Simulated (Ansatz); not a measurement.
**AlN (wurtzite): gap against strain (xy shear, engineering strain (angle))**

AlN built on the wurtzite prototype, relaxed with r2SCAN in Ansatz 0.2.0, then strained (xy shear, engineering strain (angle); angles, axes as in the cell below) with the atoms relaxed again within the symmetry that is left. Space group P6_3mc (No. 186), hexagonal; a = 3.107 Å, c = 4.979 Å in the conventional setting, 10.40 Å³ an atom. Al has 4 N at 1.89–1.90 Å; N has 4 Al at 1.89–1.90 Å. Spin-unpolarised throughout; all numbers are computed.

```
CELL_PARAMETERS angstrom
3.10669 0.00000 0.00000
-1.55335 2.69048 0.00000
0.00000 0.00000 4.97859
ATOMIC_POSITIONS crystal
Al 0.33333 0.66667 0.99670
Al 0.66667 0.33333 0.49670
N 0.33333 0.66667 0.37830
N 0.66667 0.33333 0.87830
```

Gaps are the least over each mesh (PBE 12×12×6, r2SCAN 12×12×6, HSE06 6×6×4 when unstrained) and the special points, which keep their unstrained names; stress is the change from the unstrained cell, compression positive.

| strain (%) | gap, PBE (eV) | gap, r2SCAN (eV) | gap, HSE06 (eV) | edges, HSE06 | xy stress, r2SCAN (GPa) | energy rise, r2SCAN (meV/atom) |
| --- | --- | --- | --- | --- | --- | --- |
| -5.0 | 4.213 | 4.860 | 5.579 | Γ | +6.75 | 11.0 |
| 0.0 | 4.232 | 4.880 | 5.599 | Γ | 0.00 | 0.0 |
| +5.0 | 4.213 | 4.860 | 5.579 | Γ | -6.75 | 11.0 |

Problem. Estimate the row for a strain of -5.86 %.

Solution.

| strain (%) | gap, PBE (eV) | gap, r2SCAN (eV) | gap, HSE06 (eV) | edges, HSE06 | xy stress, r2SCAN (GPa) | energy rise, r2SCAN (meV/atom) |
| --- | --- | --- | --- | --- | --- | --- |
| -5.86 | 4.206 | 4.853 | 5.571 | Γ | +7.91 | 15.1 |

The meshes of the hybrids are coarse, so their gaps aren't converged to the digits shown.
